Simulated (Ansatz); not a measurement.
**ZnS: random displacements**

Theory: DFT r2SCAN, scalar-relativistic, plane waves, PAW (Ansatz 0.2.0). The runs took a 500 eV cutoff, a Γ-centred 6×6×2 mesh and Gaussian smearing (0.05 eV). No spin polarisation. Energies are free energies at this smearing, counted from the undisturbed cell; pressure is positive in compression.

Zero of the scan (relaxed at this level):

```xyz
8
Lattice="3.8087 0.0000 0.0000 -1.9044 3.2985 0.0000 0.0000 0.0000 12.4665" Properties=species:S:1:pos:R:3 pbc="T T T"
Zn    0.0000    0.0000    0.0014
Zn    0.0000    0.0000    6.2347
Zn    0.0000    2.1990    3.1175
Zn    1.9044    1.0995    9.3507
S     0.0000    0.0000    2.3342
S     0.0000    0.0000    8.5674
S     0.0000    2.1990    5.4551
S     1.9044    1.0995   11.6883
```

The atoms are displaced (Å, in the unstrained cell):

```tsv
atom	ux	uy	uz
Zn1	0.098	-0.021	-0.020
Zn2	-0.027	0.017	0.007
Zn3	-0.002	0.002	-0.040
Zn4	0.007	-0.010	0.002
S5	-0.012	0.013	-0.005
S6	0.007	0.013	-0.015
S7	-0.032	0.008	0.044
S8	-0.038	-0.023	0.027
```

Strain (Voigt, engineering shear): (0.0186, 0.0378, -0.0035, 0.0148, -0.0166, 0.1618).

Question: What are the energy change, the stress and the forces?

Answer: ΔE = 88.7 meV/atom; stress (xx, yy, zz, yz, xz, xy; compression positive) (-1.90, -3.76, -1.30, -0.33, 0.20, -6.93) GPa; gap on the mesh 2.08 eV.
| atom | Fx (eV/Å) | Fy | Fz |
| --- | --- | --- | --- |
| Zn1 | -0.06 | -0.13 | 0.02 |
| Zn2 | -0.53 | 0.18 | -0.11 |
| Zn3 | 0.58 | -0.26 | 0.50 |
| Zn4 | -0.46 | 0.25 | 0.02 |
| S5 | -0.61 | 0.24 | -0.11 |
| S6 | 0.43 | -0.28 | 0.36 |
| S7 | 0.83 | -0.22 | -0.52 |
| S8 | -0.17 | 0.22 | -0.17 |

Cost: 1 run of about 0.43 core-minutes, on Intel Xeon 6975P-C (Granite Rapids) (shared hosts).